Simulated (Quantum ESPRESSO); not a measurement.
Input of a Quantum ESPRESSO 7.5 run:

pw.in

```
&CONTROL
  calculation = 'relax'
  prefix = 'pwscf'
  outdir = './tmp'
  pseudo_dir = './pseudo'
  tprnfor = .true.
  disk_io = 'low'
  nstep = 40
  forc_conv_thr = 0.0004
  etot_conv_thr = 1d-05
/
&SYSTEM
  ibrav = 0
  nat = 3
  ntyp = 2
  ecutwfc = 56
  ecutrho = 448
  nbnd = 19
  occupations = 'smearing'
  smearing = 'mp'
  degauss = 0.00734986
/
&ELECTRONS
  conv_thr = 6d-10
  electron_maxstep = 120
  mixing_beta = 0.5
/
&IONS
  ion_dynamics = 'bfgs'
/
ATOMIC_SPECIES
Co    58.9332 co_pbe_v1.2.uspp.F.UPF
Si    28.0850 si_pbe_v1.uspp.F.UPF
CELL_PARAMETERS angstrom
   2.2252172625    0.0000000000    3.0541937551
  -1.1126086313    1.9270946783    3.0541937551
  -1.1126086313   -1.9270946783    3.0541937551
ATOMIC_POSITIONS crystal
Co     0.0000000000    0.0000000000    0.0000000000
Si     0.2500000000    0.2500000000    0.2500000000
Si     0.7500000000    0.7500000000    0.7500000000
K_POINTS automatic
16 16 16 0 0 0
```

Potentials or basis: GBRV 1.5 PBE.

Command:

```sh
$ OMP_NUM_THREADS=1 pw.x -in pw.in > pw.out
```

Q: Predict the band gap on the k mesh.

A: None (metal or under the smearing width).

Q: Estimate the energy gained by relaxing.

A: 2.8 meV/atom.

Final structure:
```yaml
crystal:
  lattice:
    - [2.22522, 0.00000, 3.05419]
    - [-1.11261, 1.92709, 3.05419]
    - [-1.11261, -1.92709, 3.05419]
  atoms:
    - { symbol: Co, position: [0.00000, 0.00000, 0.00000] }
    - { symbol: Si, position: [0.25305, 0.25305, 0.25305] }
    - { symbol: Si, position: [0.74695, 0.74695, 0.74695] }
```

Spin polarisation is off, so any magnetic state and its effect on volume and gap are missing.
